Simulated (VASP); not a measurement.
# Pd (Fm-3m) in VASP: notebook

One crystal, Pd, is run at these levels: RPBE, PBE; tasks: relaxation of cell and atoms.

Program: VASP 6.6.1. These are calculated values, not measurements. Logs are shortened: lines on timing, memory, paths and dates and some standing lists are left out, and cuts for length are marked.

### 1 The crystal as given

The structure is cubic, space group Fm-3m (No. 225). Conventional cell: a = 3.893 Å, b = 3.893 Å, c = 3.893 Å, α = 90.00°, β = 90.00°, γ = 90.00°. Pd (site symmetry m-3m) is surrounded by 12 Pd at 2.75 Å.

### 2 Relaxation of cell and atoms, RPBE

INCAR reads:

```
SYSTEM = Pd
ALGO = Normal
EDIFF = 1E-6
EDIFFG = -0.01
ENCUT = 600
GGA = RP
IBRION = 2
ISIF = 3
ISMEAR = 1
LASPH = .TRUE.
LCHARG = .FALSE.
LREAL = .FALSE.
LWAVE = .FALSE.
NELM = 80
NSW = 90
PREC = Accurate
SIGMA = 0.1
```

KPOINTS reads:

```
k-points
0
G
  16 16 16
  0 0 0
```

POSCAR reads:

```
Pd
1.0
    0.0000000000      1.9465000000      1.9465000000
    1.9465000000      0.0000000000      1.9465000000
    1.9465000000      1.9465000000      0.0000000000
Pd
1
Direct
    0.0000000000      0.0000000000      0.0000000000
```

Potentials or basis: VASP PAW PBE potentials, release 64 (Pd).

Command:

```bash
$ cat potpaw_PBE.64/Pd/POTCAR > POTCAR
$ mpirun -np 1 vasp_std > vasp.out
```

OUTCAR:

```text
SYSTEM = Pd
   EDIFF = 1E-6
   EDIFFG = -0.01
   ENCUT = 600
   GGA = RP
   IBRION = 2
   ISIF = 3
   ISMEAR = 1
   LASPH = .TRUE.
   LREAL = .FALSE.
   NELM = 80
   NSW = 90
   PREC = Accurate

 ion  position               nearest neighbor table
   1  0.000  0.000  0.000-

  LATTYP: Found a face centered cubic cell.
 ALAT       =     3.8930000000

  Lattice vectors:

 A1 = (   0.0000000000,   1.9465000000,   1.9465000000)
 A2 = (   1.9465000000,   0.0000000000,   1.9465000000)
 A3 = (   1.9465000000,   1.9465000000,   0.0000000000)

Analysis of symmetry for initial positions (statically):
=====================================================================
 Subroutine PRICEL returns:
 Original cell was already a primitive cell.

 Routine SETGRP: Setting up the symmetry group for a
 face centered cubic supercell.

 Subroutine GETGRP returns: Found 48 space group operations
 (whereof 48 operations were pure point group operations)
 out of a pool of 48 trial point group operations.

The static configuration has the point symmetry O_h .

Analysis of symmetry for dynamics (positions and initial velocities):
=====================================================================
 Subroutine PRICEL returns:
 Original cell was already a primitive cell.

 Routine SETGRP: Setting up the symmetry group for a
 face centered cubic supercell.

 Subroutine GETGRP returns: Found 48 space group operations
 (whereof 48 operations were pure point group operations)
 out of a pool of 48 trial point group operations.

The dynamic configuration has the point symmetry O_h .

 Subroutine INISYM returns: Found 48 space group operations
 (whereof 48 operations are pure point group operations),
 and found     1 'primitive' translations

----------------------------------------------------------------------------------------

                                     Primitive cell

  volume of cell :      14.7500

  direct lattice vectors                    reciprocal lattice vectors
     0.000000000  1.946500000  1.946500000    -0.256871307  0.256871307  0.256871307
     1.946500000  0.000000000  1.946500000     0.256871307 -0.256871307  0.256871307
     1.946500000  1.946500000  0.000000000     0.256871307  0.256871307 -0.256871307

  length of vectors
     2.752766699  2.752766699  2.752766699     0.444914156  0.444914156  0.444914156

  position of ions in fractional coordinates (direct lattice)
     0.000000000  0.000000000  0.000000000

  ion indices of the primitive-cell ions
   primitive index   ion index
[... 95 lines left out ...]
  Fermi-wavevector in a.u.,A,eV,Ry     =   1.438171  2.717748 28.141404  2.068335
  Thomas-Fermi vector in A             =   2.557167
   LORBIT       =      0    0 simple, 1 ext, 2 COOP (PROOUT), +10 PAW based schemes
   GGA     = RP    functional components
   LHFCALC =     F    Hartree Fock is set to
   AEXX    =    0.0000 exact exchange contribution
   IVDW    =     0    specifies the selected vdW correction
   LEPSILON=     F    determine dielectric tensor
   LRPA    =     F    only Hartree local field effects (RPA)
 conjugate gradient relaxation of ions
 non-spin polarized calculation
 Methfessel and Paxton  Order N= 1 SIGMA  =   0.10
  energy-cutoff  :      600.00
  volume of cell :       14.75
 maximum number of plane-waves:       531
 NGX is ok and might be reduce to    24
   NGX = 11   NGY = 11   NGZ = 11

--------------------------------------- Ionic step        1  -------------------------------------------

 number of electron      10.0000000 magnetization

 number of electron       9.9999999 magnetization

 Free energy of the ion-electron system (eV)
  ---------------------------------------------------
  ext. energy  EPLUGINS =         0.00000000
  ---------------------------------------------------
  free energy    TOTEN  =        -4.59416450 eV

  energy without entropy =       -4.59401276  energy(sigma->0) =       -4.59411392

------------------------ aborting loop because EDIFF is reached ----------------------------------------

  FORCE on cell =-STRESS in cart. coord.  units (eV):
  Direction    XX          YY          ZZ          XY          YZ          ZX
  --------------------------------------------------------------------------------------
  -------------------------------------------------------------------------------------
  Total        1.0577410      1.0577410      1.0577410     -0.0000000      0.0000000     -0.0000000
  in kB      114.8938247    114.8938247    114.8938247     -0.0000000      0.0000000     -0.0000000
  external PRESSURE =     114.8938247 kB  Pullay stress =       0.0000000 kB
[... 92 lines left out ...]
--------------------------------------- Ionic step        4  -------------------------------------------

 number of electron      10.0000001 magnetization

 Free energy of the ion-electron system (eV)
  ---------------------------------------------------
  ext. energy  EPLUGINS =         0.00000000
  ---------------------------------------------------
  free energy    TOTEN  =        -4.62677597 eV

  energy without entropy =       -4.62624484  energy(sigma->0) =       -4.62659892

 E-fermi :   8.8512     XC(G=0): -12.6751

 val. band max:        8.8450455275   @ k =  -0.3125   0.3750   0.1875
 cond. band min:       8.8544914966   @ k =   0.5000   0.3750   0.0625
 fundamental gap:      0.0094459691
 Fermi energy:         8.8511552931

 k-point     1 :       0.0000    0.0000    0.0000
  band No.  band energies     occupation
      1       2.2374      2.00000
      2       6.3000      2.00000
      3       6.3000      2.00000
      4       6.3000      2.00000
      5       7.7410      2.00000
      6       7.7410      2.00000
      7      25.9853      0.00000
      8      30.4299      0.00000
      9      30.4299      0.00000
[... 265 lines left out ...]
 k-point    24 :      -0.0625    0.0625    0.0000
  band No.  band energies     occupation
      1       2.5902      2.00000
      2       6.1695      2.00000
      3       6.4063      2.00000
      4       6.4404      2.00000
      5       7.6226      2.00000
      6       7.7639      2.00000
      7      26.2745      0.00000
      8      28.6038      0.00000
      9      30.1298      0.00000

 [... further k-points ...]

------------------------ aborting loop because EDIFF is reached ----------------------------------------

  FORCE on cell =-STRESS in cart. coord.  units (eV):
  Direction    XX          YY          ZZ          XY          YZ          ZX
  --------------------------------------------------------------------------------------
  -------------------------------------------------------------------------------------
  Total        0.0040303      0.0040303      0.0040303     -0.0000000      0.0000000     -0.0000000
  in kB        0.4105821      0.4105821      0.4105821     -0.0000000      0.0000000     -0.0000000
  external PRESSURE =       0.4105821 kB  Pullay stress =       0.0000000 kB
[... 16 lines left out ...]
  FREE ENERGIE OF THE ION-ELECTRON SYSTEM (eV)
  ---------------------------------------------------
  free  energy   TOTEN  =        -4.6267759661 eV

  energy  without entropy=       -4.6262448388  energy(sigma->0) =       -4.62659892

 reached required accuracy - stopping structural energy minimisation
```

It took 17 s on 1 thread of Intel Xeon 6975P-C (Granite Rapids), shared host; peak memory 0.16 GiB.

What came out:

| Property | Result |
| --- | --- |
| Free energy | -4.6268 eV |
| Relaxed volume | 15.73 Å³/atom |
| Relaxed cell | a = 2.812 Å, b = 2.812 Å, c = 2.812 Å, α = 60.00°, β = 60.00°, γ = 60.00° |
| Space group after relaxing (to 0.05 Å) | Fm-3m (No. 225) |
| Energy gained by relaxing | 32.6 meV/atom |
| Ionic steps | 4 |
| Pressure after relaxing | 0.0 GPa |
| Band gap on the k mesh | none (metal or under the smearing width) |

The path:
| step | energy change (eV) | largest force (eV/Å) | pressure (GPa) | volume (Å³) |
| --- | --- | --- | --- | --- |
| 1 | 0.0000 | 0.0000 | 11.49 | 14.75 |
| 2 | 0.0150 | 0.0000 | -9.90 | 17.13 |
| 3 | -0.0326 | 0.0000 | -0.15 | 15.75 |
| 4 | -0.0326 | 0.0000 | 0.04 | 15.73 |

Final structure:
```cif
data_structure
_symmetry_space_group_name_H-M 'P 1'
_symmetry_Int_Tables_number 1
_cell_length_a 2.8122
_cell_length_b 2.8122
_cell_length_c 2.8122
_cell_angle_alpha 60.000
_cell_angle_beta 60.000
_cell_angle_gamma 60.000
_cell_volume 15.73
loop_
_atom_site_label
_atom_site_type_symbol
_atom_site_fract_x
_atom_site_fract_y
_atom_site_fract_z
_atom_site_occupancy
Pd1 Pd 0.00000 0.00000 0.00000 1
```

Caveat: the PAW data sets were made with another functional, which shifts forces and pressure a little.

### 3 Relaxation of cell and atoms, RPBE

This run uses another cell than the first one, of 15.73 Å³/atom, 1.066 times its volume.

INCAR, as its differences from that of step 2:

```diff
@@ -2,4 +2,4 @@
 ALGO = Normal
-EDIFF = 1E-6
-EDIFFG = -0.01
+EDIFF = 1E-7
+EDIFFG = -0.005
 ENCUT = 600
```

KPOINTS is that of step 2.

POSCAR reads:

```
Pd                                      
1.0
   -0.0000000000      1.9885573571      1.9885573571
    1.9885573571      0.0000000000      1.9885573571
    1.9885573571      1.9885573571      0.0000000000
  Pd            
     1
Direct
     0.0000000000000000    0.0000000000000000    0.0000000000000000
```

Potentials or basis: VASP PAW PBE potentials, release 64 (Pd).

Command:

```bash
$ cat potpaw_PBE.64/Pd/POTCAR > POTCAR
$ mpirun -np 1 vasp_std > vasp.out
```

Wall time 6.8 s (1 thread of Intel Xeon 6975P-C (Granite Rapids), shared host); peak memory 0.16 GiB.

Results (log left out):

```
Free energy             : -4.6276 eV
Pressure after relaxing : 0.0 GPa
Band gap on the k mesh  : none (metal or under the smearing width)
```

Final structure:
```
Pd
1.0
     0.00000    1.98856    1.98856
     1.98856    0.00000    1.98856
     1.98856    1.98856    0.00000
Pd
1
Cartesian
  0.0000 0.0000 0.0000
```

Levels at points of the mesh, in eV from the Fermi level:
| k point | band 2 | band 3 | band 4 | band 5 | band 6 | band 7 | band 8 | band 9 |
| --- | --- | --- | --- | --- | --- | --- | --- | --- |
| (0.00, 0.00, 0.00) | -2.55 | -2.55 | -2.55 | -1.11 | -1.11 | 17.13 | 21.58 | 21.58 |
| (0.50, 0.00, 0.00) | -2.59 | -2.59 | -0.03 | -0.03 | 1.18 | 6.87 | 16.48 | 20.53 |
| (0.50, 0.50, 0.00) | -4.60 | -0.06 | 0.25 | 0.25 | 3.40 | 10.16 | 12.91 | 12.91 |

Caveat: the relaxation stopped at its first step, so nothing moved; the PAW data sets were made with another functional, which shifts forces and pressure a little.

### 4 Relaxation of cell and atoms, PBE

INCAR reads:

```
  PREC = Accurate
  ENCUT = 600
  EDIFF = 1E-6
  ISMEAR = 1
  SIGMA = 0.1
  LREAL = False
  LASPH = True
  NELM = 80
  ALGO = Normal
  ISIF = 3
  LWAVE = False
  LCHARG = False
  GGA = PE
  IBRION = 2
  NSW = 90
  EDIFFG = -0.01
```

KPOINTS reads:

```
regular mesh
0
Gamma
  16 16 16
```

POSCAR reads:

```
Pd
1.0
    0.0000000000      1.9465000000      1.9465000000
    1.9465000000      0.0000000000      1.9465000000
    1.9465000000      1.9465000000      0.0000000000
Pd
1
Direct
    0.0000000000      0.0000000000      0.0000000000
```

Potentials or basis: VASP PAW PBE potentials, release 64 (Pd).

Command:

```bash
$ cat potpaw_PBE.64/Pd/POTCAR > POTCAR
$ mpirun -np 1 vasp_std > vasp.out
```

OUTCAR:

```text
PREC = Accurate
   ENCUT = 600
   EDIFF = 1E-6
   ISMEAR = 1
   LREAL = False
   LASPH = True
   NELM = 80
   ISIF = 3
   GGA = PE
   IBRION = 2
   NSW = 90
   EDIFFG = -0.01

 ion  position               nearest neighbor table
   1  0.000  0.000  0.000-

  LATTYP: Found a face centered cubic cell.
 ALAT       =     3.8930000000

  Lattice vectors:

 A1 = (   0.0000000000,   1.9465000000,   1.9465000000)
 A2 = (   1.9465000000,   0.0000000000,   1.9465000000)
 A3 = (   1.9465000000,   1.9465000000,   0.0000000000)

Analysis of symmetry for initial positions (statically):
=====================================================================
 Subroutine PRICEL returns:
 Original cell was already a primitive cell.

 Routine SETGRP: Setting up the symmetry group for a
 face centered cubic supercell.

 Subroutine GETGRP returns: Found 48 space group operations
 (whereof 48 operations were pure point group operations)
 out of a pool of 48 trial point group operations.

The static configuration has the point symmetry O_h .

Analysis of symmetry for dynamics (positions and initial velocities):
=====================================================================
 Subroutine PRICEL returns:
 Original cell was already a primitive cell.

 Routine SETGRP: Setting up the symmetry group for a
 face centered cubic supercell.

 Subroutine GETGRP returns: Found 48 space group operations
 (whereof 48 operations were pure point group operations)
 out of a pool of 48 trial point group operations.

The dynamic configuration has the point symmetry O_h .

 Subroutine INISYM returns: Found 48 space group operations
 (whereof 48 operations are pure point group operations),
 and found     1 'primitive' translations

[... 131 lines left out ...]

--------------------------------------- Ionic step        1  -------------------------------------------

 number of electron      10.0000000 magnetization

 number of electron       9.9999999 magnetization

 Free energy of the ion-electron system (eV)
  ---------------------------------------------------
  ext. energy  EPLUGINS =         0.00000000
  ---------------------------------------------------
  free energy    TOTEN  =        -5.20600299 eV

  energy without entropy =       -5.20589797  energy(sigma->0) =       -5.20596798

------------------------ aborting loop because EDIFF is reached ----------------------------------------

  FORCE on cell =-STRESS in cart. coord.  units (eV):
  Direction    XX          YY          ZZ          XY          YZ          ZX
  --------------------------------------------------------------------------------------
  -------------------------------------------------------------------------------------
  Total        0.6203393      0.6203393      0.6203393     -0.0000000      0.0000000      0.0000000
  in kB       67.3824237     67.3824237     67.3824237     -0.0000000      0.0000000      0.0000000
  external PRESSURE =      67.3824237 kB  Pullay stress =       0.0000000 kB
[... 57 lines left out ...]
--------------------------------------- Ionic step        3  -------------------------------------------

 number of electron      10.0000000 magnetization

 Free energy of the ion-electron system (eV)
  ---------------------------------------------------
  ext. energy  EPLUGINS =         0.00000000
  ---------------------------------------------------
  free energy    TOTEN  =        -5.21688034 eV

  energy without entropy =       -5.21659626  energy(sigma->0) =       -5.21678565

 E-fermi :   9.1899     XC(G=0): -12.9570

 val. band max:        9.1835478295   @ k =   0.5000   0.1250   0.0000
 cond. band min:       9.1942756992   @ k =   0.5000   0.3750   0.0625
 fundamental gap:      0.0107278696
 Fermi energy:         9.1898731596

 k-point     1 :       0.0000    0.0000    0.0000
  band No.  band energies     occupation
      1       2.3196      2.00000
      2       6.5098      2.00000
      3       6.5098      2.00000
      4       6.5098      2.00000
      5       8.0274      2.00000
      6       8.0274      2.00000
      7      26.3489      0.00000
      8      30.9189      0.00000
      9      30.9189      0.00000
[... 265 lines left out ...]
 k-point    24 :      -0.0625    0.0625    0.0000
  band No.  band energies     occupation
      1       2.6810      2.00000
      2       6.3721      2.00000
      3       6.6211      2.00000
      4       6.6566      2.00000
      5       7.9020      2.00000
      6       8.0509      2.00000
      7      26.6724      0.00000
      8      29.0987      0.00000
      9      30.6530      0.00000

 [... further k-points ...]

------------------------ aborting loop because EDIFF is reached ----------------------------------------

  FORCE on cell =-STRESS in cart. coord.  units (eV):
  Direction    XX          YY          ZZ          XY          YZ          ZX
  --------------------------------------------------------------------------------------
  -------------------------------------------------------------------------------------
  Total       -0.0062644     -0.0062644     -0.0062644      0.0000000      0.0000000      0.0000000
  in kB       -0.6561329     -0.6561329     -0.6561329      0.0000000      0.0000000      0.0000000
  external PRESSURE =      -0.6561329 kB  Pullay stress =       0.0000000 kB
[... 16 lines left out ...]
  FREE ENERGIE OF THE ION-ELECTRON SYSTEM (eV)
  ---------------------------------------------------
  free  energy   TOTEN  =        -5.2168803418 eV

  energy  without entropy=       -5.2165962605  energy(sigma->0) =       -5.21678565

 reached required accuracy - stopping structural energy minimisation
```

CONTCAR:

```text
Pd
   1.00000000000000
     0.0000000000000000    1.9702591629760902    1.9702591629760902
     1.9702591629760902    0.0000000000000000    1.9702591629760902
     1.9702591629760902    1.9702591629760902   -0.0000000000000000
  Pd
     1
Direct
     0.0000000000000000    0.0000000000000000    0.0000000000000000

  0.00000000E+00  0.00000000E+00  0.00000000E+00
```

It took 20 s on 1 thread of Intel Xeon 6975P-C (Granite Rapids), shared host; peak memory 0.17 GiB.

Results:

| Quantity | Value |
| --- | --- |
| Free energy | -5.2169 eV |
| Relaxed volume | 15.30 Å³/atom |
| Relaxed cell | a = 2.786 Å, b = 2.786 Å, c = 2.786 Å, α = 60.00°, β = 60.00°, γ = 60.00° |
| Space group after relaxing (to 0.05 Å) | Fm-3m (No. 225) |
| Energy gained by relaxing | 10.9 meV/atom |
| Ionic steps | 3 |
| Pressure after relaxing | -0.1 GPa |
| Band gap on the k mesh | none (metal or under the smearing width) |

Step by step:
```
step  energy change (eV)  largest force (eV/Å)  pressure (GPa)  volume (Å³)
   1              0.0000                0.0000            6.74        14.75
   2              0.0101                0.0000           -7.70        16.11
   3             -0.0109                0.0000           -0.07        15.30
```

Final structure:
```yaml
crystal:
  lattice:
    - [0.00000, 1.97026, 1.97026]
    - [1.97026, 0.00000, 1.97026]
    - [1.97026, 1.97026, 0.00000]
  atoms:
    - { symbol: Pd, position: [0.00000, 0.00000, 0.00000] }
```

Levels at points of the mesh, in eV from the Fermi level:
```tsv
k point	band 3	band 4	band 5	band 6	band 7	band 8
(0.00, 0.00, 0.00)	-2.68	-2.68	-1.16	-1.16	17.16	21.73
(0.50, 0.00, 0.00)	-2.72	-0.03	-0.03	1.09	7.03	16.51
(0.50, 0.50, 0.00)	-0.06	0.27	0.27	3.34	10.39	13.00
```

PBE usually gives volumes a little too large and moduli too small. Zero-point motion and thermal expansion aren't in these numbers.

(Continued in part 2 of 2.)
